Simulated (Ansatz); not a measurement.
## Calculated 63Cu NMR of the central transition for Cu2O under strain

Cell: a structure deposited in the COD, relaxed with PBE at fixed cell and then changed (z stretched by 2 %, ions relaxed).

```cif
data_structure
_symmetry_space_group_name_H-M 'P 1'
_symmetry_Int_Tables_number 1
_cell_length_a 4.2685
_cell_length_b 4.2685
_cell_length_c 4.3539
_cell_angle_alpha 90.000
_cell_angle_beta 90.000
_cell_angle_gamma 90.000
_cell_volume 79.33
loop_
_atom_site_label
_atom_site_type_symbol
_atom_site_fract_x
_atom_site_fract_y
_atom_site_fract_z
_atom_site_occupancy
Cu1 Cu 0.25000 0.25000 0.25000 1
Cu2 Cu 0.25000 0.75000 0.75000 1
Cu3 Cu 0.75000 0.75000 0.25000 1
Cu4 Cu 0.75000 0.25000 0.75000 1
O5 O 0.00000 0.00000 0.00000 1
O6 O 0.50000 0.50000 0.50000 1
```

Atoms are numbered from 1 in the order listed; like atoms form one site, named after its first atom.

Method: Kohn–Sham DFT in Ansatz, PBE, plane waves and PAW, scalar-relativistic, 420 eV cutoff, Γ-centred 7×7×7 k-points, Fermi–Dirac smearing 0.02 eV.

63Cu has I = 3/2 and Q = -220.0 mb (Pyykkö 2018); at 7.05 T its Larmor frequency is ν₀ = 79.7 MHz. Only the quadrupole interaction is simulated: positions count from each site's isotropic chemical shift, and shift anisotropy, dipolar and J coupling are left out.

(1) Simulate the second-order pattern (static powder, Gaussian broadening 20 kHz) of site Cu (2 O at 1.86 Å, angle 180°).

Results:

(1) The calculation gives C_Q = 25.7 MHz and η = 0.02, so ν_Q = 12.9 MHz and the centre of gravity lies at -2605 ppm (-208 kHz).

| offset (kHz) | height |
| --- | --- |
| -779.2 | 0 |
| -747.2 | 0 |
| -715.3 | 22 |
| -683.3 | 100 |
| -651.4 | 73 |
| -619.4 | 51 |
| -587.5 | 43 |
| -555.5 | 38 |
| -523.5 | 34 |
| -491.6 | 32 |
| -459.6 | 30 |
| -427.7 | 28 |
| -395.7 | 27 |
| -363.8 | 26 |
| -331.8 | 26 |
| -299.9 | 25 |
| -267.9 | 24 |
| -236.0 | 24 |
| -204.0 | 24 |
| -172.1 | 23 |
| -140.1 | 23 |
| -108.2 | 23 |
| -76.2 | 23 |
| -44.3 | 23 |
| -12.3 | 23 |
| 19.7 | 18 |
| 51.6 | 18 |
| 83.6 | 19 |
| 115.5 | 20 |
| 147.5 | 21 |
| 179.4 | 22 |
| 211.4 | 24 |
| 243.3 | 26 |
| 275.3 | 29 |
| 307.2 | 34 |
| 339.2 | 44 |
| 371.1 | 78 |
| 403.1 | 28 |
| 435.0 | 0 |
| 467.0 | 0 |

At Cu V_zz points along the line of its two bonds (within 1°).

With ν_Q/ν₀ up to 0.16, terms beyond second order are no longer negligible.

Semilocal functionals underestimate gradients at Cu(I) with two or three neighbours, in Cu₂O by a fifth to nearly a half. With a gap of 0.5 eV on this mesh, the gradients can still move by some per cent as the k-mesh gets denser.
